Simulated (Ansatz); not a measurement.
Mn:

```
Mn
1.0
     2.48365    0.00000    0.00000
    -1.24182    2.15090    0.00000
     0.00000    0.00000    4.02620
Mn
2
Direct
  0.33333 0.66667 0.25000
  0.66667 0.33333 0.75000
```

This isn't the form of Mn at room conditions, which is a 58-atom cubic cell.

Base run:

```yaml
Program: Ansatz 0.2.0
Functional: r2SCAN
Potentials_or_basis: Ansatz PAW
Cutoff: 500 eV
Density_cutoff: 2000 eV
k_mesh: 12 × 12 × 7
Occupations: fermi-dirac, width 0.05 eV
Spin: collinear spin, ferromagnetic start
Starting_moments: "[4.0, 4.0] μB"
```

Its results: band gap on the k mesh none (metal or under the smearing width); pressure 9.5 GPa; net moment 0.00 μB per cell; site moments Mn -1.72, +1.72 μB.

Q: The run is repeated on the same cell with these changes: k mesh from 12 × 12 × 7 to 7 × 7 × 4. What comes out?

A: Band gap on the k mesh none (metal or under the smearing width); pressure 13.4 GPa; net moment 0.00 μB per cell; site moments Mn -1.89, +1.89 μB.

Caveats: some runs use coarse meshes; the magnetic or orbital state may not be the lowest; the PAW data sets come from PBE, with cores solved anew for the run's functional, which leaves a small shift of forces and pressure.

Not every run made on this cell is shown here.
